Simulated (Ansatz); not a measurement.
MgH2 (P-3m1) at 2 levels of theory

One geometry, relaxed with PBE; plane waves with PAW potentials in Ansatz, scalar-relativistic. No spin polarisation. Gaps are the least over mesh and band path; pressure is positive in compression, and isn't given for hybrids.

```cif
data_structure
_symmetry_space_group_name_H-M 'P-3m1'
_symmetry_Int_Tables_number 164
_cell_length_a 3.0188
_cell_length_b 3.0188
_cell_length_c 5.2396
_cell_angle_alpha 90.000
_cell_angle_beta 90.000
_cell_angle_gamma 120.000
_cell_volume 41.35
loop_
_atom_site_label
_atom_site_type_symbol
_atom_site_symmetry_multiplicity
_atom_site_Wyckoff_symbol
_atom_site_fract_x
_atom_site_fract_y
_atom_site_fract_z
_atom_site_occupancy
Mg1 Mg 1 a 0.00000 0.00000 0.00000 1
H1 H 2 d 0.33333 0.66667 0.17783 1
```

```
level  cutoff (eV)   k mesh  gap (eV)  pressure (GPa)
  PBE          420  12×12×6      4.56             0.0
```

Q: What comes out on the same cell with HSE06?

A:
| level | cutoff (eV) | k mesh | gap (eV) | pressure (GPa) |
| --- | --- | --- | --- | --- |
| HSE06 | 420 | 6×6×4 | 5.83 | - |

The cell holds layers, chains or molecules and no dispersion correction was added, so their binding is poorly described.

The structure comes from a generated guess; another structure or a mixture of phases may lie lower.
